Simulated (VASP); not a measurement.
# CaSe (Fm-3m) in VASP: further runs, part 3 of 3

VASP 6.6.1.

## (7) Relaxation of cell and atoms, PBE

Input file INCAR:

```
SYSTEM = CaSe
  PREC = Accurate
  ENCUT = 600
  EDIFF = 1E-7
  ISMEAR = 0
  SIGMA = 0.01
  LREAL = .FALSE.
  LASPH = .TRUE.
  NELM = 100
  ALGO = Normal
  ISIF = 3
  LWAVE = .FALSE.
  LCHARG = .FALSE.
  GGA = PE
  IBRION = 2
  NSW = 80
  EDIFFG = -0.001
```

Input file KPOINTS:

```
regular mesh
0
G
  8 8 8
  0 0 0
```

Input file POSCAR:

```
CaSe
1.0
    0.0000000000      2.9793658632      2.9793658632
    2.9793658632      0.0000000000      2.9793658632
    2.9793658632      2.9793658632      0.0000000000
Ca Se
1 1
Direct
    0.0000000000      0.0000000000      0.0000000000
    0.5000000000      0.5000000000      0.5000000000
```

Potentials or basis: VASP PAW PBE potentials, release 64 (Ca_sv, Se).

Launch:

```sh
$ cat potpaw_PBE.64/Ca_sv/POTCAR potpaw_PBE.64/Se/POTCAR > POTCAR
$ mpirun -np 1 vasp_std > vasp.out
```

OUTCAR:

```text
SYSTEM = CaSe
   PREC = Accurate
   ENCUT = 600
   EDIFF = 1E-7
   ISMEAR = 0
   LREAL = .FALSE.
   LASPH = .TRUE.
   NELM = 100
   ISIF = 3
   GGA = PE
   IBRION = 2
   NSW = 80
   EDIFFG = -0.001

 ion  position               nearest neighbor table
   1  0.000  0.000  0.000-   2 2.98   2 2.98   2 2.98   2 2.98   2 2.98   2 2.98
   2  0.500  0.500  0.500-   1 2.98   1 2.98   1 2.98   1 2.98   1 2.98   1 2.98

  LATTYP: Found a face centered cubic cell.
 ALAT       =     5.9587317264

  Lattice vectors:

 A1 = (   0.0000000000,   2.9793658632,   2.9793658632)
 A2 = (   2.9793658632,   0.0000000000,   2.9793658632)
 A3 = (   2.9793658632,   2.9793658632,   0.0000000000)

Analysis of symmetry for initial positions (statically):
=====================================================================
 Subroutine PRICEL returns:
 Original cell was already a primitive cell.

 Routine SETGRP: Setting up the symmetry group for a
 face centered cubic supercell.

 Subroutine GETGRP returns: Found 48 space group operations
 (whereof 48 operations were pure point group operations)
 out of a pool of 48 trial point group operations.

The static configuration has the point symmetry O_h .

Analysis of symmetry for dynamics (positions and initial velocities):
=====================================================================
 Subroutine PRICEL returns:
 Original cell was already a primitive cell.

 Routine SETGRP: Setting up the symmetry group for a
 face centered cubic supercell.

 Subroutine GETGRP returns: Found 48 space group operations
 (whereof 48 operations were pure point group operations)
 out of a pool of 48 trial point group operations.

The dynamic configuration has the point symmetry O_h .

 Subroutine INISYM returns: Found 48 space group operations
 (whereof 48 operations are pure point group operations),
 and found     1 'primitive' translations

----------------------------------------------------------------------------------------

                                     Primitive cell

  volume of cell :      52.8934

  direct lattice vectors                    reciprocal lattice vectors
     0.000000000  2.979365863  2.979365863    -0.167820947  0.167820947  0.167820947
     2.979365863  0.000000000  2.979365863     0.167820947 -0.167820947  0.167820947
     2.979365863  2.979365863  0.000000000     0.167820947  0.167820947 -0.167820947

  length of vectors
     4.213459611  4.213459611  4.213459611     0.290674406  0.290674406  0.290674406

  position of ions in fractional coordinates (direct lattice)
     0.000000000  0.000000000  0.000000000
     0.500000000  0.500000000  0.500000000

  ion indices of the primitive-cell ions
   primitive index   ion index
                 1           1
                 2           2

----------------------------------------------------------------------------------------

 KPOINTS: regular mesh

Automatic generation of k-mesh.
 Grid dimensions read from file:
 generate k-points for:    8    8    8

 Generating k-lattice:
[... 51 lines left out ...]
   NGXF,Y,Z  is equivalent  to a cutoff of  28.41, 28.41, 28.41 a.u.
 SYSTEM =  CaSe
   PREC   = accura    normal or accurate (medium, high low for compatibility)
   ISTART =      0    job   : 0-new  1-cont  2-samecut
   ICHARG =      2    charge: 1-file 2-atom 10-const
   ISPIN  =      1    spin polarized calculation?
   LNONCOLLINEAR =      F non collinear calculations
   LSORBIT =      F    spin-orbit coupling
   LASPH  =      T    aspherical Exc in radial PAW
   ENCUT  =  600.0 eV  44.10 Ry    6.64 a.u.   8.42  8.42  8.42*2*pi/ulx,y,z
   NELM   =    100;   NELMIN=  2; NELMDL= -5     # of ELM steps
   EDIFF  = 0.1E-06   stopping-criterion for ELM
   LREAL  =      F    real-space projection
   EDIFFG = -.1E-02   stopping-criterion for IOM
   NSW    =     80    number of steps for IOM
   IBRION =      2    ionic relax: 0-MD 1-quasi-New 2-CG
   NFREE  =      1    steps in history (QN), initial steepest desc. (CG)
   ISIF   =      3    stress and relaxation
   ISYM   =      2    0-nonsym 1-usesym 2-fastsym
   POTIM  = 0.5000    time-step for ionic-motion
   TEBEG  =    0.0;   TEEND  =   0.0 temperature during run
   PSTRESS=    0.0 pullay stress
   NELECT =      16.0000    total number of electrons
   NUPDOWN=      -1.0000    fix difference up-down
   EMIN   =  10.00;   EMAX   =-10.00  energy-range for DOS
   EFERMI =   0.00;   METHOD = LEGACY
   ISMEAR =     0;   SIGMA  =   0.01  broadening in eV -4-tet -1-fermi 0-gaus
   EFERMI_NEDOS =   21; number of points for ismear=-14 and -15
   IALGO  =     38    algorithm
   IMIX   =      4    mixing-type and parameters
     AMIX     =   0.40;   BMIX     =  1.00
     AMIX_MAG =   1.60;   BMIX_MAG =  1.00
  volume/ion in A,a.u.               =      26.45       178.47
  Fermi-wavevector in a.u.,A,eV,Ry     =   1.098958  2.076729 16.431866  1.207708
  Thomas-Fermi vector in A             =   2.235344
   LORBIT       =      0    0 simple, 1 ext, 2 COOP (PROOUT), +10 PAW based schemes
   GGA     = PE    functional components
   LHFCALC =     F    Hartree Fock is set to
   AEXX    =    0.0000 exact exchange contribution
   IVDW    =     0    specifies the selected vdW correction
   LEPSILON=     F    determine dielectric tensor
   LRPA    =     F    only Hartree local field effects (RPA)
 conjugate gradient relaxation of ions
 non-spin polarized calculation
 Gauss-broadening in eV      SIGMA  =   0.01
  energy-cutoff  :      600.00
  volume of cell :       52.89
 maximum number of plane-waves:      1807
 NGX is ok and might be reduce to    36
   NGX = 17   NGY = 17   NGZ = 17

--------------------------------------- Ionic step        1  -------------------------------------------

 number of electron      16.0000001 magnetization

 Free energy of the ion-electron system (eV)
  ---------------------------------------------------
  ext. energy  EPLUGINS =         0.00000000
  ---------------------------------------------------
  free energy    TOTEN  =        -9.48606564 eV

  energy without entropy =       -9.48606564  energy(sigma->0) =       -9.48606564

------------------------ aborting loop because EDIFF is reached ----------------------------------------

  FORCE on cell =-STRESS in cart. coord.  units (eV):
  Direction    XX          YY          ZZ          XY          YZ          ZX
  --------------------------------------------------------------------------------------
  -------------------------------------------------------------------------------------
  Total        0.0536520      0.0536520      0.0536520      0.0000000      0.0000000      0.0000000
  in kB        1.6251552      1.6251552      1.6251552      0.0000000      0.0000000      0.0000000
  external PRESSURE =       1.6251552 kB  Pullay stress =       0.0000000 kB
[... 59 lines left out ...]
--------------------------------------- Ionic step        3  -------------------------------------------

 number of electron      16.0000001 magnetization

 Free energy of the ion-electron system (eV)
  ---------------------------------------------------
  ext. energy  EPLUGINS =         0.00000000
  ---------------------------------------------------
  free energy    TOTEN  =        -9.48615424 eV

  energy without entropy =       -9.48615424  energy(sigma->0) =       -9.48615424

 E-fermi :   2.3468     XC(G=0):  -9.0489

 val. band max:        2.2739055449   @ k =   0.0000   0.0000   0.0000
 cond. band min:       4.3562763505   @ k =   0.5000   0.5000   0.0000
 fundamental gap:      2.0823708055
 Fermi energy:         2.3468036997

 k-point     1 :       0.0000    0.0000    0.0000
  band No.  band energies     occupation
      1     -37.5531      2.00000
      2     -18.5427      2.00000
      3     -18.5427      2.00000
      4     -18.5427      2.00000
      5      -9.4386      2.00000
      6       2.2739      2.00000
      7       2.2739      2.00000
      8       2.2739      2.00000
      9       5.4815      0.00000
     10       5.9870      0.00000
     11       5.9870      0.00000
     12       5.9870      0.00000
[... 331 lines left out ...]
 k-point    24 :      -0.3750    0.2500    0.1250
  band No.  band energies     occupation
      1     -37.5463      2.00000
      2     -18.6250      2.00000
      3     -18.5721      2.00000
      4     -18.5579      2.00000
      5      -8.7975      2.00000
      6      -0.4741      2.00000
      7       0.7012      2.00000
      8       1.0845      2.00000
      9       6.7186      0.00000
     10       6.9980      0.00000
     11       7.9251      0.00000
     12       8.1798      0.00000

 [... further k-points ...]

------------------------ aborting loop because EDIFF is reached ----------------------------------------

  FORCE on cell =-STRESS in cart. coord.  units (eV):
  Direction    XX          YY          ZZ          XY          YZ          ZX
  --------------------------------------------------------------------------------------
  -------------------------------------------------------------------------------------
  Total        0.0005571      0.0005571      0.0005571     -0.0000000     -0.0000000     -0.0000000
  in kB        0.0168201      0.0168201      0.0168201     -0.0000000     -0.0000000     -0.0000000
  external PRESSURE =       0.0168201 kB  Pullay stress =       0.0000000 kB
[... 17 lines left out ...]
  FREE ENERGIE OF THE ION-ELECTRON SYSTEM (eV)
  ---------------------------------------------------
  free  energy   TOTEN  =        -9.4861542383 eV

  energy  without entropy=       -9.4861542383  energy(sigma->0) =       -9.48615424

 reached required accuracy - stopping structural energy minimisation
```

It took 29 s on 1 thread of Intel Xeon 6975P-C (Granite Rapids), shared host; peak memory 0.21 GiB.

Results:

- Free energy: -9.4862 eV
- Relaxed volume: 26.54 Å³/atom
- Relaxed cell: a = 4.218 Å, b = 4.218 Å, c = 4.218 Å, α = 60.00°, β = 60.00°, γ = 60.00°
- Space group after relaxing (to 0.05 Å): Fm-3m (No. 225)
- Energy gained by relaxing: 0.0 meV/atom
- Ionic steps: 3
- Pressure after relaxing: 0.0 GPa
- Band gap on the k mesh: 2.08 eV, indirect (least direct gap 2.99 eV)

Final structure:
```
Ca Se
1.0
     0.00000    2.98268    2.98268
     2.98268    0.00000    2.98268
     2.98268    2.98268    0.00000
Ca Se
1 1
Direct
  0.00000 0.00000 0.00000
  0.50000 0.50000 0.50000
```

## (8) Overview

```csv
task,cell,k mesh,cutoff (eV),smearing,gap on the mesh (eV),pressure (GPa)
single point,"a = 4.213 Å, angles 60.0°, 2 atoms",8 × 8 × 8,520,gaussian 0.02 eV,2.07,0.1
single point,"a = 4.180 Å, angles 60.0°, 2 atoms",6 × 6 × 6,520,gaussian 0.1 eV,2.02,1.4
single point,"a = 4.213 Å, angles 60.0°, 2 atoms",8 × 8 × 8,520,gaussian 0.01 eV,2.07,0.2
relaxation of cell and atoms,"relaxed from a = 4.213 Å, angles 60.0°, 2 atoms",8 × 8 × 8,600,gaussian 0.01 eV,2.08,0.0
```

Alike in all rows: level PBE; potentials or basis VASP PAW PBE potentials, release 64 (Ca_sv, Se); no spin polarisation.

Total energies depend on the potentials used, so only differences within one code and one set of settings carry meaning.

## (9) Comparison with measurements

Step 2. Against the measured gap of CaSe, 3.85 eV (indirect; 2 K; a printed reference work, monograph, original work of 1988), the calculated 2.07 eV is off by -1.78 eV. Spin-orbit coupling on Se is left out. The value is that of PBE on a finite k mesh, which can miss the band edges, without temperature or zero-point motion. Semilocal functionals fall short of measured gaps as a rule.

Step 3. Measured gap of CaSe: 3.85 eV (indirect; 2 K; a printed reference work, monograph, original work of 1988). This calculation gives 2.07 eV (-1.78 eV). Spin-orbit coupling on Se is left out. The value is that of PBE on a finite k mesh, which can miss the band edges, without temperature or zero-point motion. Semilocal functionals fall short of measured gaps as a rule.

Step 4. Against the measured gap of CaSe, 3.85 eV (indirect; 2 K; a printed reference work, monograph, original work of 1988), the calculated 2.02 eV is off by -1.83 eV. Spin-orbit coupling on Se is left out. The value is that of PBE on a finite k mesh, which can miss the band edges, without temperature or zero-point motion. Semilocal functionals fall short of measured gaps as a rule.

Step 5. Against the measured gap of CaSe, 3.85 eV (indirect; 2 K; a printed reference work, monograph, original work of 1988), the calculated 2.07 eV is off by -1.78 eV. Spin-orbit coupling on Se is left out. The value is that of PBE on a finite k mesh, which can miss the band edges, without temperature or zero-point motion. Semilocal functionals fall short of measured gaps as a rule.
